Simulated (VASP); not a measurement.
A run of VASP 6.6.1 is set up as follows.

The input INCAR:

```
  ALGO = Normal
  EDIFF = 1E-6
  EDIFFG = -0.025
  ENCUT = 450
  GGA = PE
  IBRION = 2
  ICORELEVEL = 1
  ISIF = 2
  ISMEAR = 0
  ISYM = 0
  LASPH = True
  LCHARG = False
  LREAL = Auto
  LUSENCCL = False
  LWAVE = False
  NELECT = 250.0
  NELM = 80
  NSW = 70
  PREC = Normal
  SIGMA = 0.01
```

The input KPOINTS:

```
k-points
0
Monkhorst-Pack
  2 2 2
```

Contents of POSCAR:

```
Al32N31
1.0
   -6.2557320000     -5.4176240000     -5.0159260000
    6.2557320000      5.4176240000     -5.0159260000
    6.2557320000     -5.4176240000      5.0159260000
Al N
32 31
Direct
    0.0836837500      0.6253503800      0.7083331200
    0.8336837500      0.5003503800      0.3333331200
    0.0836837500      0.8753503800      0.9583331200
    0.8336837500      0.7503503800      0.5833331200
    0.0836837500      0.1253503700      0.2083331200
    0.5836837500      0.6253503800      0.2083331200
    0.8336837500      0.0003503700      0.8333331200
    0.3336837500      0.5003503800      0.8333331200
    0.0836837500      0.3753503800      0.4583331200
    0.5836837500      0.8753503800      0.4583331200
    0.8336837500      0.2503503800      0.0833331300
    0.3336837500      0.7503503800      0.0833331300
    0.5942372600      0.1150306800      0.7121309400
    0.3336837500      0.0003503800      0.3333331200
    0.5836837500      0.3753503800      0.9583331200
    0.3336837500      0.2503503700      0.5833331200
    0.4243863600      0.9968149100      0.9177912100
    0.1573939500      0.8684972600      0.5358611900
    0.4170172500      0.2503506300      0.1666668800
    0.1670172500      0.1253506300      0.7916668800
    0.4170172500      0.5003506300      0.4166668800
    0.9170172500      0.0003506300      0.4166668800
    0.1670172500      0.3753506300      0.0416668800
    0.6670172500      0.8753506200      0.0416668800
    0.4220045400      0.7517922100      0.6660220300
    0.9170172500      0.2503506300      0.6666668800
    0.1670172500      0.6253506300      0.2916668800
    0.6670172500      0.1253506200      0.2916668800
    0.9170172500      0.5003506300      0.9166668800
    0.6670172500      0.3753506300      0.5416668800
    0.9170172500      0.7503506200      0.1666668700
    0.6670172500      0.6253506300      0.7916668800
    0.1429827500      0.8096493800      0.3333331200
    0.3929827500      0.1846493800      0.9583331200
    0.1429827500      0.0596493800      0.5833331200
    0.3929827500      0.4346493800      0.2083331200
    0.8929827500      0.9346493800      0.2083331200
    0.1429827500      0.3096493800      0.8333331200
    0.6429827500      0.8096493800      0.8333331200
    0.3929827500      0.6846493800      0.4583331200
    0.8929827500      0.1846493800      0.4583331200
    0.1429827500      0.5596493800      0.0833331300
    0.6429827500      0.0596493800      0.0833331300
    0.8929827500      0.4346493800      0.7083331200
    0.6429827500      0.3096493800      0.3333331200
    0.8929827500      0.6846493800      0.9583331200
    0.6429827500      0.5596493800      0.5833331200
    0.2263162500      0.8096496200      0.9166668800
    0.9763162500      0.6846496200      0.5416668800
    0.2263162500      0.0596496300      0.1666668800
    0.9763162500      0.9346496200      0.7916668800
    0.2263162500      0.3096496300      0.4166668800
    0.7263162500      0.8096496200      0.4166668800
    0.9763162500      0.1846496300      0.0416668800
    0.4763162500      0.6846496200      0.0416668800
    0.2263162500      0.5596496300      0.6666668800
    0.7263162500      0.0596496300      0.6666668800
    0.9763162500      0.4346496200      0.2916668800
    0.4763162500      0.9346496200      0.2916668800
    0.7263162500      0.3096496300      0.9166668800
    0.4763162500      0.1846496300      0.5416668800
    0.7263162500      0.5596496200      0.1666668700
    0.4763162500      0.4346496300      0.7916668800
```

Potentials or basis: VASP PAW PBE potentials, release 64 (Al, N).

Run with:

```console
$ cat potpaw_PBE.64/Al/POTCAR potpaw_PBE.64/N/POTCAR > POTCAR
$ mpirun -np 1 vasp_std > vasp.out
```

Question: Estimate the energy gained by relaxing.

Answer: 9.1 meV/atom.

The path:
```tsv
step	energy change (eV)	largest force (eV/Å)	pressure (GPa)
1	0.0000	3.8379	-3.19
2	-0.3221	1.6100	-3.09
3	-0.4807	0.8396	-3.26
4	-0.5401	0.3721	-3.17
5	-0.5402	0.3456	-3.17
6	-0.5587	0.1909	-3.15
7	-0.5593	0.1952	-3.14
8	-0.5657	0.0850	-3.13
9	-0.5659	0.0810	-3.13
10	-0.5687	0.0481	-3.13
11	-0.5688	0.0515	-3.13
12	-0.5699	0.0281	-3.13
13	-0.5700	0.0324	-3.13
14	-0.5704	0.0197	-3.13
```

Caveat: the k mesh is coarse (spacing up to 0.43 Å⁻¹), so the values aren't converged; the cell is charged against a uniform background, so pressure and absolute levels hang on convention; the cutoff is under 1.25 times the usual one of these potentials, so pressure, stress and relaxed cells hold a basis-set (Pulay) error.
